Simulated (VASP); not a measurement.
# MoS2 in VASP: notebook

Runs on MoS2. Level: r2SCAN+rVV10. Tasks: single point.

Everything below comes from runs of VASP 6.6.1. Logs are shortened: lines on timing, memory, paths and dates and some standing lists are left out, and cuts for length are marked.

### 1 The structure

The cell holds a sheet with vacuum, 6 atoms: a = 3.172 Å, b = 3.172 Å, c = 24.270 Å, α = 90.00°, β = 90.00°, γ = 120.00°.

The cell was built by a generator and needn't be a form met in nature.

### 2 Single point, r2SCAN+rVV10

File POSCAR:

```
MoS2
1.0
    3.1724715446      0.0000000000      0.0000000000
   -1.5862357723      2.7474409504      0.0000000000
    0.0000000000      0.0000000000     24.2700000000
S Mo
4 2
Direct
    0.3333333333      0.6666666667      0.3074742602
    0.3333333333      0.6666666667      0.4356802448
    0.6666666667      0.3333333333      0.5643197552
    0.6666666667      0.3333333333      0.6925257398
    0.6666666667      0.3333333333      0.3715604777
    0.3333333333      0.6666666667      0.6284395223
```

File INCAR.step1:

```
SYSTEM = MoS2
PREC = Accurate
ENCUT = 520
ISMEAR = 0
SIGMA = 0.01
LREAL = .FALSE.
LASPH = .TRUE.
NELM = 100
NBANDS = 35
GGA = PE
ALGO = Normal
EDIFF = 1E-4
LWAVE = .TRUE.
LCHARG = .FALSE.
```

File INCAR.step2:

```
SYSTEM = MoS2
PREC = Accurate
ENCUT = 520
EDIFF = 1E-6
ISMEAR = 0
SIGMA = 0.01
LREAL = .FALSE.
LASPH = .TRUE.
NELM = 100
ALGO = Normal
ISIF = 2
LWAVE = .FALSE.
LCHARG = .FALSE.
METAGGA = R2SCAN
LMIXTAU = .TRUE.
LUSE_VDW = .TRUE.
IVDW_NL = 2
BPARAM = 11.95
CPARAM = 0.0093
NBANDS = 35
ISTART = 1
```

File KPOINTS:

```
regular mesh
0
G
  12 12 1
  0 0 0
```

Potentials or basis: VASP PAW PBE potentials, release 64 (S, Mo_sv).

Launch:

```sh
$ cat potpaw_PBE.64/S/POTCAR potpaw_PBE.64/Mo_sv/POTCAR > POTCAR
$ cp INCAR.step1 INCAR
$ mpirun -np 1 vasp_std > vasp.out
$ cp INCAR.step2 INCAR
$ mpirun -np 1 vasp_std > vasp.out
```

OUTCAR:

```text
SYSTEM = MoS2
   PREC = Accurate
   ENCUT = 520
   EDIFF = 1E-6
   ISMEAR = 0
   LREAL = .FALSE.
   LASPH = .TRUE.
   NELM = 100
   ISIF = 2
   METAGGA = R2SCAN
   IVDW_NL = 2
   BPARAM = 11.95
   ISTART = 1

 ion  position               nearest neighbor table
   1  0.333  0.667  0.307-   5 2.40   5 2.40   5 2.40
   2  0.333  0.667  0.436-   5 2.40   5 2.40   5 2.40
   3  0.667  0.333  0.564-   6 2.40   6 2.40   6 2.40
   4  0.667  0.333  0.693-   6 2.40   6 2.40   6 2.40
   5  0.667  0.333  0.372-   1 2.40   1 2.40   1 2.40   2 2.40   2 2.40   2 2.40
   6  0.333  0.667  0.628-   4 2.40   4 2.40   4 2.40   3 2.40   3 2.40   3 2.40

  LATTYP: Found a hexagonal cell.
 ALAT       =     3.1724715446
 C/A-ratio  =     7.6501868208

  Lattice vectors:

 A1 = (   3.1724715446,   0.0000000000,   0.0000000000)
 A2 = (  -1.5862357723,   2.7474409504,   0.0000000000)
 A3 = (   0.0000000000,   0.0000000000,  24.2700000000)

Analysis of symmetry for initial positions (statically):
=====================================================================
 Subroutine PRICEL returns:
 Original cell was already a primitive cell.

 Routine SETGRP: Setting up the symmetry group for a
 hexagonal supercell.

 Subroutine GETGRP returns: Found 12 space group operations
 (whereof 12 operations were pure point group operations)
 out of a pool of 24 trial point group operations.

The static configuration has the point symmetry D_3d.

Analysis of symmetry for dynamics (positions and initial velocities):
=====================================================================
 Subroutine PRICEL returns:
 Original cell was already a primitive cell.

 Routine SETGRP: Setting up the symmetry group for a
 hexagonal supercell.

 Subroutine GETGRP returns: Found 12 space group operations
 (whereof 12 operations were pure point group operations)
 out of a pool of 24 trial point group operations.

The dynamic configuration has the point symmetry D_3d.

 Subroutine INISYM returns: Found 12 space group operations
 (whereof 12 operations are pure point group operations),
 and found     1 'primitive' translations

----------------------------------------------------------------------------------------

                                     Primitive cell

  volume of cell :     211.5416

[... 86 lines left out ...]
   LSORBIT =      F    spin-orbit coupling
   LASPH  =      T    aspherical Exc in radial PAW
   ENCUT  =  520.0 eV  38.22 Ry    6.18 a.u.   5.90  5.90 45.13*2*pi/ulx,y,z
   NELM   =    100;   NELMIN=  2; NELMDL=  0     # of ELM steps
   EDIFF  = 0.1E-05   stopping-criterion for ELM
   LREAL  =      F    real-space projection
[... 7 lines left out ...]
   TEBEG  =    0.0;   TEEND  =   0.0 temperature during run
   PSTRESS=    0.0 pullay stress
   NELECT =      52.0000    total number of electrons
   NUPDOWN=      -1.0000    fix difference up-down
   EMIN   =  10.00;   EMAX   =-10.00  energy-range for DOS
   EFERMI =   0.00;   METHOD = LEGACY
   ISMEAR =     0;   SIGMA  =   0.01  broadening in eV -4-tet -1-fermi 0-gaus
   EFERMI_NEDOS =   21; number of points for ismear=-14 and -15
   IALGO  =     38    algorithm
   IMIX   =      4    mixing-type and parameters
     AMIX     =   0.40;   BMIX     =  1.00
     AMIX_MAG =   1.60;   BMIX_MAG =  1.00
  volume/ion in A,a.u.               =      35.26       237.93
  Fermi-wavevector in a.u.,A,eV,Ry     =   1.025520  1.937951 14.309119  1.051691
  Thomas-Fermi vector in A             =   2.159364
   LORBIT       =      0    0 simple, 1 ext, 2 COOP (PROOUT), +10 PAW based schemes
   METAGGA = R2SCAN    functional components
   LHFCALC =     F    Hartree Fock is set to
   AEXX    =    0.0000 exact exchange contribution
   IVDW_NL    =     2    kernel type
   BPARAM     =11.9500
   IVDW    =     0    specifies the selected vdW correction
   LEPSILON=     F    determine dielectric tensor
   LRPA    =     F    only Hartree local field effects (RPA)
 non-spin polarized calculation
 Gauss-broadening in eV      SIGMA  =   0.01
  energy-cutoff  :      520.00
  volume of cell :      211.54
 maximum number of plane-waves:      5736
 NGX is ok and might be reduce to    24
   NGX = 11   NGY = 11   NGZ = 91

 number of electron      51.9999997 magnetization

 Free energy of the ion-electron system (eV)
  ---------------------------------------------------
  ext. energy  EPLUGINS =         0.00000000
  ---------------------------------------------------
  free energy    TOTEN  =       -88.89376497 eV

  energy without entropy =      -88.89376497  energy(sigma->0) =      -88.89376497

 E-fermi :   1.0324     XC(G=0):  -6.1693

 val. band max:        0.8089231340   @ k =   0.0000   0.0000   0.0000
 cond. band min:       2.1398513421   @ k =   0.3333   0.3333   0.0000
 fundamental gap:      1.3309282081
 Fermi energy:         1.0323591612

 k-point     1 :       0.0000    0.0000    0.0000
  band No.  band energies     occupation
      1     -62.4387      2.00000
      2     -62.4387      2.00000
      3     -35.8608      2.00000
      4     -35.8608      2.00000
      5     -35.6370      2.00000
      6     -35.6370      2.00000
[... 711 lines left out ...]
     34       5.5808      0.00000
     35       7.5620      0.00000

------------------------ aborting loop because EDIFF is reached ----------------------------------------

  FORCE on cell =-STRESS in cart. coord.  units (eV):
  Direction    XX          YY          ZZ          XY          YZ          ZX
  --------------------------------------------------------------------------------------
  -------------------------------------------------------------------------------------
  Total        0.1489762      0.1489762      0.0586738      0.0000000     -0.0000000      0.0000000
  in kB        1.1283184      1.1283184      0.4443848      0.0000000     -0.0000000      0.0000000
  external PRESSURE =       0.9003405 kB  Pullay stress =       0.0000000 kB

 VOLUME and BASIS-vectors are now :
 -----------------------------------------------------------------------------
  energy-cutoff  :      520.00
  volume of cell :      211.54
      direct lattice vectors                 reciprocal lattice vectors
     3.172471545  0.000000000  0.000000000     0.315211653  0.181987533  0.000000000
    -1.586235772  2.747440950  0.000000000     0.000000000  0.363975066  0.000000000
     0.000000000  0.000000000 24.270000000     0.000000000  0.000000000  0.041203131

 POSITION                                       TOTAL-FORCE (eV/Angst)
 -----------------------------------------------------------------------------------
     -0.00000      1.83163      7.46240        -0.000000     -0.000000     -0.017137
     -0.00000      1.83163     10.57396         0.000000     -0.000000      0.016762
      1.58624      0.91581     13.69604         0.000000      0.000000     -0.016762
      1.58624      0.91581     16.80760         0.000000      0.000000      0.017137
      1.58624      0.91581      9.01777         0.000000     -0.000000      0.000013
     -0.00000      1.83163     15.25223        -0.000000      0.000000     -0.000013
 -----------------------------------------------------------------------------------
    total drift:                               -0.000000      0.000000      0.000000

  FREE ENERGIE OF THE ION-ELECTRON SYSTEM (eV)
  ---------------------------------------------------
  free  energy   TOTEN  =       -88.8937649711 eV

  energy  without entropy=      -88.8937649711  energy(sigma->0) =      -88.89376497
```

OUTCAR.step1:

```text
SYSTEM = MoS2
   PREC = Accurate
   ENCUT = 520
   ISMEAR = 0
   LREAL = .FALSE.
   LASPH = .TRUE.
   NELM = 100
[... 952 lines left out ...]
      1.58624      0.91581     16.80760        -0.000000      0.000000      0.196915
      1.58624      0.91581      9.01777         0.000000      0.000000     -0.021141
     -0.00000      1.83163     15.25223         0.000000     -0.000000      0.021141
 -----------------------------------------------------------------------------------
    total drift:                                0.000000     -0.000000      0.000000

  FREE ENERGIE OF THE ION-ELECTRON SYSTEM (eV)
  ---------------------------------------------------
  free  energy   TOTEN  =       -43.6675590874 eV

  energy  without entropy=      -43.6675590874  energy(sigma->0) =      -43.66755909
```

OSZICAR.step1:

```text
N       E                     dE             d eps       ncg     rms          rms(c)
DAV:   1     0.424933206816E+03    0.42493E+03   -0.27905E+04  1618   0.128E+03
DAV:   2    -0.178285963407E+02   -0.44276E+03   -0.42952E+03  1666   0.318E+02
DAV:   3    -0.458524493834E+02   -0.28024E+02   -0.27537E+02  1668   0.717E+01
DAV:   4    -0.466205962226E+02   -0.76815E+00   -0.76127E+00  1633   0.121E+01
DAV:   5    -0.466449639311E+02   -0.24368E-01   -0.24360E-01  1588   0.212E+00    0.342E+01
DAV:   6    -0.444516643749E+02    0.21933E+01   -0.12746E+01  1435   0.225E+01    0.127E+01
DAV:   7    -0.441090205202E+02    0.34264E+00   -0.60313E+00  1423   0.152E+01    0.821E+00
DAV:   8    -0.436693063032E+02    0.43971E+00   -0.10089E+00  1450   0.681E+00    0.283E+00
DAV:   9    -0.436795431655E+02   -0.10237E-01   -0.12327E-01  1561   0.168E+00    0.137E+00
DAV:  10    -0.436681646990E+02    0.11378E-01   -0.36289E-02  1483   0.130E+00    0.361E-01
DAV:  11    -0.436679585419E+02    0.20616E-03   -0.23901E-03  1576   0.259E-01    0.183E-01
DAV:  12    -0.436676525231E+02    0.30602E-03   -0.37531E-04  1397   0.815E-02    0.114E-01
DAV:  13    -0.436675383883E+02    0.11413E-03   -0.34121E-04  1364   0.869E-02    0.292E-02
DAV:  14    -0.436675590874E+02   -0.20699E-04   -0.28099E-05   809   0.250E-02
   1 F= -.43667559E+02 E0= -.43667559E+02  d E =-.208637E-95
```

It took 17 min on 1 thread of AMD EPYC 7R13 (Zen 3), shared host; peak memory 0.76 GiB.

What came out:

* Free energy: -88.8938 eV
* Largest force: 0.017 eV/Å
* Band gap on the k mesh: 1.33 eV, indirect (least direct gap 1.79 eV)

Forces in eV/Å, atoms in the order of the input:
```
S    0.000  0.000 -0.017
S    0.000  0.000  0.017
S    0.000  0.000 -0.017
S    0.000  0.000  0.017
Mo   0.000  0.000  0.000
Mo   0.000  0.000  0.000
```

Caveat: the PAW data sets were made with another functional, which shifts forces and pressure a little. r2SCAN opens gaps a little over a GGA but as a rule still falls short of measured ones.

### 3 Single point, r2SCAN+rVV10

This run uses another cell than the first one, of 34.98 Å³/atom, 0.992 times its volume.

File POSCAR:

```
MoS2
1.0
    3.1600000000      0.0000000000      0.0000000000
   -1.5800000000      2.7366402760      0.0000000000
    0.0000000000      0.0000000000     24.2700000000
S Mo
4 2
Direct
    0.3333333333      0.6666666667      0.3090234858
    0.3333333333      0.6666666667      0.4375772559
    0.6666666667      0.3333333333      0.5624227441
    0.6666666667      0.3333333333      0.6909765142
    0.6666666667      0.3333333333      0.3733003708
    0.3333333333      0.6666666667      0.6266996292
```

File INCAR.step1:

```
PREC = Accurate
ENCUT = 520
ISMEAR = 0
SIGMA = 0.01
LREAL = F
LASPH = T
NELM = 80
NBANDS = 35
GGA = PE
ALGO = Normal
EDIFF = 1E-4
LWAVE = T
LCHARG = F
```

File INCAR.step2:

```
PREC = Accurate
ENCUT = 520
EDIFF = 1E-7
ISMEAR = 0
SIGMA = 0.01
LREAL = F
LASPH = T
NELM = 80
ALGO = Normal
ISIF = 2
LWAVE = F
LCHARG = F
METAGGA = R2SCAN
LMIXTAU = T
LUSE_VDW = T
IVDW_NL = 2
BPARAM = 11.95
CPARAM = 0.0093
NBANDS = 35
ISTART = 1
```

File KPOINTS:

```
regular mesh
0
Gamma
  12 12 1
```

Potentials or basis: VASP PAW PBE potentials, release 64 (S, Mo_sv).

Launch:

```sh
$ cat potpaw_PBE.64/S/POTCAR potpaw_PBE.64/Mo_sv/POTCAR > POTCAR
$ cp INCAR.step1 INCAR
$ mpirun -np 1 vasp_std > vasp.out
$ cp INCAR.step2 INCAR
$ mpirun -np 1 vasp_std > vasp.out
```

OUTCAR:

```text
PREC = Accurate
   ENCUT = 520
   EDIFF = 1E-7
   ISMEAR = 0
   LREAL = F
   LASPH = T
   NELM = 80
   ISIF = 2
   METAGGA = R2SCAN
   IVDW_NL = 2
   BPARAM = 11.95
   ISTART = 1

 ion  position               nearest neighbor table
   1  0.333  0.667  0.309-   5 2.40   5 2.40   5 2.40
   2  0.333  0.667  0.438-   5 2.40   5 2.40   5 2.40
   3  0.667  0.333  0.562-   6 2.40   6 2.40   6 2.40
   4  0.667  0.333  0.691-   6 2.40   6 2.40   6 2.40
   5  0.667  0.333  0.373-   1 2.40   1 2.40   1 2.40   2 2.40   2 2.40   2 2.40
   6  0.333  0.667  0.627-   4 2.40   4 2.40   4 2.40   3 2.40   3 2.40   3 2.40

  LATTYP: Found a hexagonal cell.
 ALAT       =     3.1600000000
 C/A-ratio  =     7.6803797468

  Lattice vectors:

 A1 = (   3.1600000000,   0.0000000000,   0.0000000000)
 A2 = (  -1.5800000000,   2.7366402760,   0.0000000000)
 A3 = (   0.0000000000,   0.0000000000,  24.2700000000)

Analysis of symmetry for initial positions (statically):
=====================================================================
 Subroutine PRICEL returns:
 Original cell was already a primitive cell.

 Routine SETGRP: Setting up the symmetry group for a
 hexagonal supercell.

 Subroutine GETGRP returns: Found 12 space group operations
 (whereof 12 operations were pure point group operations)
 out of a pool of 24 trial point group operations.

The static configuration has the point symmetry D_3d.

Analysis of symmetry for dynamics (positions and initial velocities):
=====================================================================
 Subroutine PRICEL returns:
 Original cell was already a primitive cell.

 Routine SETGRP: Setting up the symmetry group for a
 hexagonal supercell.

 Subroutine GETGRP returns: Found 12 space group operations
 (whereof 12 operations were pure point group operations)
 out of a pool of 24 trial point group operations.

The dynamic configuration has the point symmetry D_3d.

 Subroutine INISYM returns: Found 12 space group operations
[... 123 lines left out ...]
   LORBIT       =      0    0 simple, 1 ext, 2 COOP (PROOUT), +10 PAW based schemes
   METAGGA = R2SCAN    functional components
   LHFCALC =     F    Hartree Fock is set to
   AEXX    =    0.0000 exact exchange contribution
   IVDW_NL    =     2    kernel type
   BPARAM     =11.9500
   IVDW    =     0    specifies the selected vdW correction
   LEPSILON=     F    determine dielectric tensor
   LRPA    =     F    only Hartree local field effects (RPA)
 non-spin polarized calculation
 Gauss-broadening in eV      SIGMA  =   0.01
  energy-cutoff  :      520.00
  volume of cell :      209.88
 maximum number of plane-waves:      5675
 NGX is ok and might be reduce to    24
   NGX = 11   NGY = 11   NGZ = 91

 number of electron      51.9999997 magnetization

 Free energy of the ion-electron system (eV)
  ---------------------------------------------------
  ext. energy  EPLUGINS =         0.00000000
  ---------------------------------------------------
  free energy    TOTEN  =       -88.88734136 eV

  energy without entropy =      -88.88734136  energy(sigma->0) =      -88.88734136

 E-fermi :   1.1073     XC(G=0):  -6.1783

 val. band max:        0.8837081851   @ k =   0.0000   0.0000   0.0000
 cond. band min:       2.2514780626   @ k =   0.3333   0.3333   0.0000
 fundamental gap:      1.3677698775
 Fermi energy:         1.1073020518

 k-point     1 :       0.0000    0.0000    0.0000
  band No.  band energies     occupation
      1     -62.3687      2.00000
      2     -62.3687      2.00000
      3     -35.7995      2.00000
      4     -35.7995      2.00000
      5     -35.5597      2.00000
      6     -35.5597      2.00000
[... 711 lines left out ...]
     34       5.6914      0.00000
     35       7.6339      0.00000

------------------------ aborting loop because EDIFF is reached ----------------------------------------

  FORCE on cell =-STRESS in cart. coord.  units (eV):
  Direction    XX          YY          ZZ          XY          YZ          ZX
  --------------------------------------------------------------------------------------
  -------------------------------------------------------------------------------------
  Total        0.9403177      0.9403177      0.2078821     -0.0000000     -0.0000000     -0.0000000
  in kB        7.1781182      7.1781182      1.5869133     -0.0000000     -0.0000000     -0.0000000
  external PRESSURE =       5.3143833 kB  Pullay stress =       0.0000000 kB

 VOLUME and BASIS-vectors are now :
 -----------------------------------------------------------------------------
  energy-cutoff  :      520.00
  volume of cell :      209.88
      direct lattice vectors                 reciprocal lattice vectors
     3.160000000  0.000000000  0.000000000     0.316455696  0.182705781  0.000000000
    -1.580000000  2.736640276  0.000000000     0.000000000  0.365411563  0.000000000
     0.000000000  0.000000000 24.270000000     0.000000000  0.000000000  0.041203131

 POSITION                                       TOTAL-FORCE (eV/Angst)
 -----------------------------------------------------------------------------------
     -0.00000      1.82443      7.50000         0.000000      0.000000     -0.007259
     -0.00000      1.82443     10.62000         0.000000      0.000000     -0.016944
      1.58000      0.91221     13.65000         0.000000     -0.000000      0.016944
      1.58000      0.91221     16.77000        -0.000000     -0.000000      0.007259
      1.58000      0.91221      9.06000        -0.000000      0.000000     -0.023233
     -0.00000      1.82443     15.21000         0.000000     -0.000000      0.023233
 -----------------------------------------------------------------------------------
    total drift:                                0.000000     -0.000000      0.000000

  FREE ENERGIE OF THE ION-ELECTRON SYSTEM (eV)
  ---------------------------------------------------
  free  energy   TOTEN  =       -88.8873413574 eV

  energy  without entropy=      -88.8873413574  energy(sigma->0) =      -88.88734136
```

OUTCAR.step1:

```text
PREC = Accurate
   ENCUT = 520
   ISMEAR = 0
   LREAL = F
[... 953 lines left out ...]
      1.58000      0.91221     13.65000         0.000000      0.000000     -0.075876
      1.58000      0.91221     16.77000         0.000000     -0.000000      0.190376
      1.58000      0.91221      9.06000        -0.000000     -0.000000     -0.044066
     -0.00000      1.82443     15.21000         0.000000      0.000000      0.044066
 -----------------------------------------------------------------------------------
    total drift:                                0.000000      0.000000      0.000000

  FREE ENERGIE OF THE ION-ELECTRON SYSTEM (eV)
  ---------------------------------------------------
  free  energy   TOTEN  =       -43.6459630041 eV

  energy  without entropy=      -43.6459630041  energy(sigma->0) =      -43.64596300
```

It took 20 min on 1 thread of AMD EPYC 7R13 (Zen 3), shared host; peak memory 0.77 GiB.

Results:

- Free energy: -88.8873 eV
- Largest force: 0.023 eV/Å
- Band gap on the k mesh: 1.37 eV, indirect (least direct gap 1.83 eV)

Forces in eV/Å, atoms in the order of the input:
```
S    0.000  0.000 -0.007
S    0.000  0.000 -0.017
S    0.000  0.000  0.017
S    0.000  0.000  0.007
Mo   0.000  0.000 -0.023
Mo   0.000  0.000  0.023
```

Caveat: the PAW data sets were made with another functional, which shifts forces and pressure a little. r2SCAN opens gaps a little over a GGA but as a rule still falls short of measured ones.
